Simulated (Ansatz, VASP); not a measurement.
# InAs: VASP beside Ansatz, part 2 of 2

Aim: how closely do two programs agree when they are given the same cell, functional and k mesh? The cell is taken from a series of runs on this material, whose earlier steps may have relaxed, scaled, displaced or heated it; both programs get it as it stands.

VASP 6.6.1 and Ansatz 0.2.0.

So far: The structure; VASP: zone-centre phonons, PBEsol.

### 2. VASP: zone-centre phonons, PBEsol (continued)

Level of this step: PBEsol; plane waves and PAW (As, In_d) (VASP).

Numbers of over 12 decimals in the logs are rounded to 6 here.

From OUTCAR (step 2):

```text
ion  position               nearest neighbor table
   1  0.747  0.747  0.753-   2 2.62   2 2.62   2 2.63   2 2.63
   2  0.003  0.003  0.997-   1 2.62   1 2.62   1 2.63   1 2.63

  LATTYP: Found a body centered orthorhombic cell.
 ALAT       =     4.1752615658
 B/A-ratio  =     1.0317317531
 C/A-ratio  =     1.4814081367

 Subroutine GETGRP returns: Found  2 space group operations
 (whereof  2 operations were pure point group operations)

The static configuration has the point symmetry C_1h.

   k-points           NKPTS =   1728   k-points in BZ     NKDIM =   1728   number of bands    NBANDS=     15

   dimension x,y,z NGX =    32 NGY =   32 NGZ =   30
   dimension x,y,z NGXF=    64 NGYF=   64 NGZF=   60

   ENCUT  =  500.0 eV  36.75 Ry    6.06 a.u.   7.86  7.86  7.61*2*pi/ulx,y,z

   NELECT =      18.0000    total number of electrons

 k-points in reciprocal lattice and weights: Points of the shifted mesh
   0.04166667  0.04166667  0.04166667       0.001
   0.04166667  0.04166667  0.12500000       0.001
   0.04166667  0.04166667  0.20833333       0.001
   0.04166667  0.04166667  0.29166667       0.001
   0.04166667  0.04166667  0.37500000       0.001
   0.04166667  0.04166667  0.45833333       0.001
   0.04166667  0.04166667  0.54166667       0.001
   0.04166667  0.04166667  0.62500000       0.001
   0.04166667  0.04166667  0.70833333       0.001
[...]
0.95833333  0.95833333  0.87500000       0.001
   0.95833333  0.95833333  0.95833333       0.001

 average (electrostatic) potential at core
       1 -49.5593       2 -96.4860

  Total        0.4259412      0.4259412      0.0306549      0.3991182     -0.0013627     -0.0013627
  in kB       12.2686744     12.2686744      0.8829728     11.4960735     -0.0392522     -0.0392517
  external PRESSURE =       8.4734405 kB  Pullay stress =       0.0000000 kB

  energy-cutoff  :      500.00
  volume of cell :       55.62
      direct lattice vectors                 reciprocal lattice vectors
    -0.046841712  2.999197479  3.092633228    -0.164147593  0.164147593  0.161674522
     2.999197479 -0.046841712  3.092633228     0.164147593 -0.164147593  0.161674522
     2.952355766  2.952355766  0.000000000     0.169356283  0.169356283 -0.161674522

 POSITION                                       TOTAL-FORCE (eV/Angst)
 -----------------------------------------------------------------------------------
      4.42849      4.42849      4.62266         0.000080      0.000080     -0.000642
      2.95240      2.95240      0.01629        -0.000080     -0.000080      0.000642
 -----------------------------------------------------------------------------------
    total drift:                               -0.000182     -0.000182     -0.000345

 Eigenvectors and eigenvalues of the dynamical matrix
 ----------------------------------------------------

   1 f  =    6.453453 THz    40.548238 2PiTHz  215.264005 cm-1    26.689323 meV
             X         Y         Z           dx          dy          dz
      4.428487  4.428487  4.622657     0.036730    0.036730    0.776442
      2.952402  2.952402  0.016293    -0.029915   -0.029915   -0.626618

   2 f  =    6.403339 THz    40.233368 2PiTHz  213.592412 cm-1    26.482072 meV
             X         Y         Z           dx          dy          dz
      4.428487  4.428487  4.622657     0.548736    0.548736   -0.052296
      2.952402  2.952402  0.016293    -0.443446   -0.443446    0.041870

   3 f  =    6.323811 THz    39.733675 2PiTHz  210.939620 cm-1    26.153168 meV
             X         Y         Z           dx          dy          dz
      4.428487  4.428487  4.622657     0.549888   -0.549888    0.000000
      2.952402  2.952402  0.016293    -0.444548    0.444548   -0.000000

   4 f/i=    0.001969 THz     0.012370 2PiTHz    0.065668 cm-1     0.008142 meV
             X         Y         Z           dx          dy          dz
      4.428487  4.428487  4.622657    -0.422681   -0.422681   -0.194534
      2.952402  2.952402  0.016293    -0.522932   -0.522932   -0.240670

   5 f/i=    0.002479 THz     0.015575 2PiTHz    0.082688 cm-1     0.010252 meV
             X         Y         Z           dx          dy          dz
      4.428487  4.428487  4.622657     0.444548   -0.444548    0.000000
      2.952402  2.952402  0.016293     0.549888   -0.549888    0.000000

   6 f/i=    0.003581 THz     0.022499 2PiTHz    0.119441 cm-1     0.014809 meV
             X         Y         Z           dx          dy          dz
      4.428487  4.428487  4.622657     0.137405    0.137405   -0.597126
      2.952402  2.952402  0.016293     0.170302    0.170302   -0.740051

 ELASTIC MODULI CONTR FROM IONIC RELAXATION (kBar)
 Direction    XX          YY          ZZ          XY          YZ          ZX
 --------------------------------------------------------------------------------
 XX          -0.7846     -0.7846     -1.5141    -13.9141      1.1016     -0.7215
 YY          -0.7846     -0.7846     -1.5141    -13.9252      1.0253     -0.6338
 ZZ          -1.5141     -1.5141     -2.9243    -26.8731      1.4220     -1.8657
 XY         -13.9141    -13.9252    -26.8731   -249.0533      1.9323      1.5716
 YZ           1.1016      1.0253      1.4220      1.9323   -254.4452    -27.1088
 ZX          -0.7215     -0.6338     -1.8657      1.5716    -27.1088   -250.7949
 --------------------------------------------------------------------------------
```

### 3. Ansatz: zone-centre phonons, PBEsol

Ansatz runs on its PAW soft_1 files.

The same cell, functional, mesh and smearing now go to Ansatz, which takes its cutoff from its data sets.

The input, input.yaml:

```yaml
crystal:
  lattice:
    - [-0.0468417121, 2.9991974785, 3.0926332282]
    - [2.9991974785, -0.0468417121, 3.0926332282]
    - [2.9523557664, 2.9523557664, 0.0]
  atoms:
    - { symbol: As, position: [0.7473658354, 0.7473658354, 0.7526185124] }
    - { symbol: In, position: [0.0026341646, 0.0026341646, -0.0026185124] }
kpoints:
  mp_grid: { grid: [12, 12, 12], shift: [0.5, 0.5, 0.5] }
hamiltonian:
  xc: pbesol
  pseudopotentials: { kind: paw, azcp: { folder: soft_1 }, xc_functional: pbe }
scf:
  occupations: { method: gaussian, width: 0.015 }
output:
  eigenvalues: true
phonons:
  method: dfpt
```

Run with:

```console
> ansatz run input.yaml --threads 4 --pin off --max-ram 10240MiB --backend cpu --events-out ev --progress --plain --runs-dir out
```

The log of the run:

```text
Engine: ansatz 0.2.0, aarch64-unknown-linux-gnu
Pseudopotentials: kind: paw
Pseudopotential: As, paw, valence charge 15, recommended cutoff 420 eV (normal), soft_1/As.paw.azcp
Pseudopotential: In, paw, valence charge 13, recommended cutoff 420 eV (normal), soft_1/In.paw.azcp
Functional definition: PBEsol
  exchange = pbesol_x
  correlation = pbesol_c
Crystal: 2 atoms, lattice volume = 55.624 Å³
Basis set: ecut = 420 eV, 1075 PW (Γ), exchange–correlation on 60×60×60 points (8 copies of the dense FFT grid, shifted against one another)
Bands: 18, of which v1, the nominal top of the filled ones, is band 14 counted from 1 (13 counted from 0)
Symmetry: 2 space group operations
k-points: 864 of 1728 (irreducible under 1 space group operation, time reversal used)
Non-local potential: As, projectors of the file, l = 0: 2, l = 1: 2, l = 2: 3, l = 3: 1
Non-local potential: In, projectors of the file, l = 0: 2, l = 1: 2, l = 2: 2, l = 3: 1
PAW form: soft (Blöchl's): semilocal exchange-correlation on the pseudo side does not see the compensation charge
PAW frozen core: As, regenerated for the run's functional, and the local potential with it (the file was generated under x = pbe(κ = 0.804, μ = 0.219515), c = pbe(β = 0.066725))
PAW frozen core: In, regenerated for the run's functional, and the local potential with it (the file was generated under x = pbe(κ = 0.804, μ = 0.219515), c = pbe(β = 0.066725))
PAW one-centre angular grid: As, 590 points (default); XC on 64 Gauss nodes
PAW one-centre angular grid: In, 590 points (default); XC on 64 Gauss nodes
Initial density: superposition of atomic densities (chi_scale 0.1, normalization cell, long waves kept (reshape's long-wave potential 0.00 eV rms))
Initial wavefunctions: pseudopotential atomic-orbital guess
Functional: x = pbesol(κ = 0.804, μ = 0.123457), c = pbesol(β = 0.046)
SCF iter   1: F=—  HF=-10338.975873 eV  |F-HF|=—  |Δ(HF+E_count)|=         —  Δρ=2.85e-2  dr2=3.63e-1  ethr=3.10e-3  ⟨swp⟩=6.0  Hψ=78341  notcnv=0
preconditioner: auto → none  [insulator: Δε(μ)=0.451 eV  Ē_g=14.648 eV  σ=0.015 eV  W_gap=1.00  n_scr=14 (ndim 8)  ℏωp=21.1 eV  f_vac=0.008  D(μ)=0.00/eV (n_scr^D=0)  ε∞_Penn≈3.1]
SCF iter   2: F=—  HF=-10338.898203 eV  |F-HF|=—  |Δ(HF+E_count)|=   7.77e-2  Δρ=1.30e-2  dr2=6.69e-2  ethr=1.30e-3  ⟨swp⟩=2.0  Hψ=25920  notcnv=0
SCF iter   3: F=—  HF=-10338.886798 eV  |F-HF|=—  |Δ(HF+E_count)|=   1.14e-2  Δρ=2.00e-3  dr2=5.12e-3  ethr=2.39e-4  ⟨swp⟩=3.0  Hψ=26938  notcnv=0
SCF iter   4: F=—  HF=-10338.884968 eV  |F-HF|=—  |Δ(HF+E_count)|=   1.83e-3  Δρ=6.17e-4  dr2=1.06e-4  ethr=1.83e-5  ⟨swp⟩=3.0  Hψ=35162  notcnv=0
SCF iter   5: F=—  HF=-10338.884990 eV  |F-HF|=—  |Δ(HF+E_count)|=   2.20e-5  Δρ=1.97e-4  dr2=7.92e-6  ethr=3.78e-7  ⟨swp⟩=3.0  Hψ=30691  notcnv=0
SCF iter   6: F=—  HF=-10338.884998 eV  |F-HF|=—  |Δ(HF+E_count)|=   8.31e-6  Δρ=2.39e-5  dr2=3.46e-7  ethr=2.83e-8  ⟨swp⟩=2.3  Hψ=20387  notcnv=0
SCF iter   7: F=—  HF=-10338.884998 eV  |F-HF|=—  |Δ(HF+E_count)|=   1.07e-7  Δρ=4.84e-6  dr2=1.18e-8  ethr=1.24e-9  ⟨swp⟩=2.0  Hψ=23328  notcnv=0
SCF iter   8: F=—  HF=-10338.884998 eV  |F-HF|=—  |Δ(HF+E_count)|=  3.33e-10  Δρ=8.96e-7  dr2=2.85e-10  ethr=4.22e-11  ⟨swp⟩=2.0  Hψ=27648  notcnv=0
SCF iter   9: F=—  HF=-10338.884998 eV  |F-HF|=—  |Δ(HF+E_count)|=  5.11e-10  Δρ=2.56e-7  dr2=3.32e-11  ethr=1.02e-12  ⟨swp⟩=2.0  Hψ=27648  notcnv=0
SCF iter  10: F=-10338.884998 eV  HF=-10338.884998 eV  |F-HF|=0.00e0  |Δ(HF+E_count)|=  1.46e-11  Δρ=8.09e-8  dr2=3.67e-12  ethr=1.00e-12  ⟨swp⟩=5.9  Hψ=64901  notcnv=0
SCF 1 converged in 10 iterations: F = -10338.884998 eV  dr2 = 3.67e-12
  greatest PAW one-centre occupation: 0.999 electrons in one spin orbital (limit 2), on the As atom at site 0 (counted from 0), in its partial waves of l = 2
DFPT response loops at Γ: preconditioner auto → none (the input reference at scf.mixing.eps_inf says where Resta's filter doesn't serve); β = 0.50; Broyden in place of MSR1
SCF converged after 10 iterations
Free energy (F): -10338.884998 eV
Harris-Foulkes:  -10338.884998 eV  (|F-HF|=0.00e0)
Internal energy: -10338.884998 eV  (E = F + TS)
E sigma→0 (E₀):  -10338.884998 eV
Fermi energy:    7.649896 eV
--- Per-component energies (eV) ---
  E_band       = -322.527887
  E_kinetic    = 317.008467
  E_local      = -3486.363319  (includes V_loc(G=0)·N_el)
  E_nonlocal   = -63.440187
  E_hartree    = 1732.366555
  E_xc         = -211.566469
  E_vxc        = -163.255976  (∫ρ·V_xc dr)
  E_paw        = -6109.561341  (= ΣΔE_a)
  E_vpaw       = -391.210033  (= ΣTr[D̂ρ^β])
  E_aug_tail   = 0.000144  (compensation charges beyond the density's cutoff)
  E_ewald      = -2518.531182
  E_core_change = 1.202334  (= ΣΔE_core)
  E_smearing   = -0.000000  (= −TS)
  E_closure    = 0.000000  (closes the sum)
  Σ components = -10338.884998   (vs F -10338.884998, Δ=0.00e0)
--- Band table (eV; the first three rows and the last of 864) ---
  k-point 0: bands = [... 10 lower, -4.3753, 6.7306, 7.3720, 7.4034, 7.8548, 11.1881, 11.3969, 11.4795]
  k-point 1: bands = [... 10 lower, -4.2737, 5.9331, 7.1048, 7.3329, 8.3951, 11.2562, 11.2864, 11.8711]
  k-point 2: bands = [... 10 lower, -4.0356, 4.7593, 6.8276, 7.1462, 8.6704, 11.4386, 11.5987, 12.3639]
  k-point 863: bands = [... 10 lower, -2.9717, 1.6584, 6.2990, 6.5762, 8.5863, 12.0932, 12.2474, 14.2894]
--- Phonons (Γ-DFPT): 4 representative perturbations + reference, on 864 of 1728 k-points (Σ response iterations 12) ---
  k mesh reduced under 1 symmetry operation, with k and −k counted as one. Each operation leaves every solved perturbation unchanged. A smaller set is not used because it would not reduce the number of displacements times k-points to solve
  ASR residual: 2.381e-5 → 0.000e0 eV/Å²; symmetrization residual: 1.974e-5 eV/Å²
  ASR residual per site (eV/Å²): 2.38e-5 1.78e-5
  Γ frequencies (cm⁻¹): 0.00 0.00 0.00 210.37 213.14 214.89
  non-analytic LO–TO correction: not included (Born effective charges unavailable; polar crystals: no LO–TO splitting at Γ)
```

### 4. Comparison

Known differences besides the potentials themselves: the data sets hold 28 valence electrons in Ansatz (on its PAW soft_1 files) and 18 in VASP; the cutoff is 420 eV in Ansatz and 500 eV in VASP; Ansatz makes its cores anew for this functional, VASP keeps those of its PBE data sets. Total energies have different zeros and are not compared.

Compared:

```csv
quantity,Ansatz,VASP,difference
optical mode 1 (cm⁻¹),210.4,210.9,-0.27 %
optical mode 2 (cm⁻¹),213.1,213.6,-0.21 %
optical mode 3 (cm⁻¹),214.9,215.3,-0.17 %
```

Modes are paired by rising frequency, not by their patterns, so a pair may set unlike modes beside each other; they are those without the splitting of longitudinal modes.

### 5. Outcome

```json
{
  "r.m.s. difference of the optical zone-centre modes, each program's sorted by frequency (zone-centre phonons, PBEsol)": "0.47 cm⁻¹"
}
```

The r.m.s. difference of the optical zone-centre modes, each program's sorted by frequency is 0.47 cm⁻¹ (zone-centre phonons, PBEsol). The data sets hold unlike numbers of valence electrons (28 in Ansatz and 18 in VASP), so part of the differences may come from the potentials. Such differences can come from data sets, numerical settings and the points named under the comparisons, not from the functional's error against experiment.

[Lines on the potential files, build, host, timing and source positions are cut from VASP's logs without a mark.]

[Logs are printed without paths, hosts, clocks, repeated set-up lines and the standing remarks that a program may print on its own settings, such as how far it seeks lower states.]

[Hosts, paths, dates, database ids (printed as entryN), source tags and the programs' standing remarks are cut or masked in the printed files.]
